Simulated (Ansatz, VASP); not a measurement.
**Bi: VASP beside Ansatz**

```
Bi
1.0
     2.29734    1.32637    3.98982
    -2.29734    1.32637    3.98982
     0.00000   -2.65274    3.98982
Bi
2
Direct
  0.76600 0.76600 0.76600
  0.23400 0.23400 0.23400
```

Change from the starting cell: volume scaled by 1.04.

Alike in both runs: task single point; functional PBEsol; k mesh 7 × 7 × 7; occupations fermi-dirac, width 0.05 eV; no spin polarisation.

```csv
,VASP,Ansatz
version,VASP 6.6.1,Ansatz 0.2.0
potentials or method,"VASP PAW PBE potentials, release 64 (Bi_d)",Ansatz PAW
plane-wave cutoff (eV),520,420
valence electrons in the cell,30,30
```

Ansatz gave:

* gap on the k mesh at the Fermi level (eV): 0.24
* least direct gap on the mesh (eV): 0.49
* pressure (GPa): -2.1
* largest component of the traceless stress (GPa): 0.07
* rms of the force components (eV/Å): 0.024

**Question.** What did VASP give for the same quantities?

**Answer.** gap on the k mesh at the Fermi level (eV): 0.24; least direct gap on the mesh (eV): 0.49; pressure (GPa): -2.1; largest component of the traceless stress (GPa): 0.07; rms of the force components (eV/Å): 0.021.

Atom by atom the forces differ by 0.003 eV/Å (rms over components). With one functional, cell and mesh, what is left measures potentials, basis and numerics.

Caveats: spin-orbit coupling is left out, which as a rule narrows the gap of such compounds by several tenths of an eV; the PAW data sets were made with another functional, which shifts forces and pressure a little (VASP); an odd mesh through Γ misses points on the zone boundary, where band edges often lie (VASP); odd divisions of the mesh miss points on the zone boundary, where band edges often lie, so the gap on the mesh can be too wide (Ansatz); the PAW data sets come from PBE, with cores solved anew for the run's functional, which leaves a small shift of forces and pressure (Ansatz).
